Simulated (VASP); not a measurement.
SnO: single point with PBE

The system is SnO.

```
Sn O
1.0
     3.81370    0.00000    0.00000
     0.00000    3.81370    0.00000
     0.00000    0.00000    4.88691
Sn O
2 2
Direct
  0.50918 0.99567 0.76977
  0.00319 0.50075 0.22490
  0.00685 0.00345 0.99809
  0.49356 0.49563 0.99839
```

The cell is a database's computed one.

The cell isn't the ideal one: atoms moved at random, drawn with an rms of 0.05 Å.

```json
{
  "Program": "VASP 6.6.1",
  "Task": "single point",
  "Functional": "PBE",
  "Potentials or basis": "VASP PAW PBE potentials, release 64 (Sn_d, O)",
  "Cutoff": "520 eV",
  "k mesh": "7 × 7 × 6",
  "Occupations": "fermi-dirac, width 0.05 eV",
  "Spin": "no spin polarisation"
}
```

* Pressure: 6.4 GPa
* Largest force: 1.256 eV/Å
* Band gap on the k mesh: 0.62 eV, indirect (least direct gap 1.94 eV)

Forces in eV/Å, atoms in the order of the input:
```
Sn  -0.110  0.048 -1.163
Sn  -0.104  0.000  1.252
O   -0.191 -0.189 -0.029
O    0.406  0.141 -0.059
```

Stress tensor (GPa, compression positive):
```
 6.52  0.04 -0.20
 0.04  6.40  0.02
-0.20  0.02  6.33
```

Levels at points of the mesh, in eV from the valence-band top:
```tsv
k point	band 18	band 19	band 20	band 21	band 22	band 23
(0.00, 0.00, 0.00)	-3.38	-3.36	-0.01	1.98	4.08	5.00
(0.00, 0.00, 0.50)	-3.38	-3.15	-2.08	1.53	3.25	3.26
```

Run time: 3.9 min on 1 thread of Intel(R) Xeon(R) Platinum 8488C (Sapphire Rapids) (shared host), peak memory 0.34 GiB.

Caveat: spin-orbit coupling is left out, which moves the levels of the heavy elements; an odd mesh through Γ misses points on the zone boundary, where band edges often lie.
